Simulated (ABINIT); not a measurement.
## Ge: single point with LDA

**Experimental background.**

“Electronic and optical properties of SixGe1-x-ySny alloys lattice-matched to Ge”, 2021, arxiv:2109.02782 reports, for a bulk crystal of Ge at 293 K: band gap 0.666 eV (indirect).

Crystal: Ge.

```
Ge
1.0
     0.00000    2.82891    2.82891
     2.82891    0.00000    2.82891
     2.82891    2.82891    0.00000
Ge
2
Direct
  0.75000 0.75000 0.75000
  0.50000 0.50000 0.50000
```

```json
{
 "Program": "ABINIT 10.8.3 (patched build)",
 "Task": "single point",
 "Functional": "LDA",
 "Potentials or basis": "JTH PAW LDA v2.0",
 "Cutoff": "544 eV",
 "k mesh": "6 × 6 × 6",
 "Occupations": "fermi-dirac, width 0.05 eV",
 "Spin": "no spin polarisation",
 "Fine-grid cutoff": "1088.46 eV"
}
```

```yaml
Band_gap_on_the_k_mesh: none (metal or under the smearing width)
Valence_electrons_inside_the_program's_atomic_spheres: Ge 12.41, 12.40 (radii [1.2196] Å)
```

Levels at points of the mesh, in eV from the Fermi level:
```tsv
k point	band 11	band 12	band 13	band 14	band 15	band 16	band 17	band 18
(0.00, 0.00, 0.00)	-12.81	-0.18	0.03	0.03	0.03	2.56	2.56	2.56
(0.50, 0.00, 0.00)	-10.72	-7.64	-1.39	-1.39	0.06	3.75	3.75	6.99
(0.50, 0.50, 0.00)	-8.93	-8.93	-3.06	-3.06	0.69	0.69	9.41	9.41
```

Run time: 14 s on 1 thread of Arm Neoverse V1, with other jobs on the host, peak memory 0.11 GiB.

Against the measured gap of Ge, 0.666 eV (indirect; 293 K; “Electronic and optical properties of SixGe1-x-ySny alloys lattice-matched to Ge”, 2021, arxiv:2109.02782), the calculated 0.00 eV is off by -0.67 eV. 3 values of this kind are on record (0.666 to 0.807 eV); this one was drawn at random among those near their median. Spin-orbit coupling on Ge is left out. The value is that of LDA on a finite k mesh, which can miss the band edges, without temperature or zero-point motion. Semilocal functionals fall short of measured gaps as a rule.

Caveat: this crystal is a semiconductor, whose small gap the functional closes, so the metal is an error of the method.
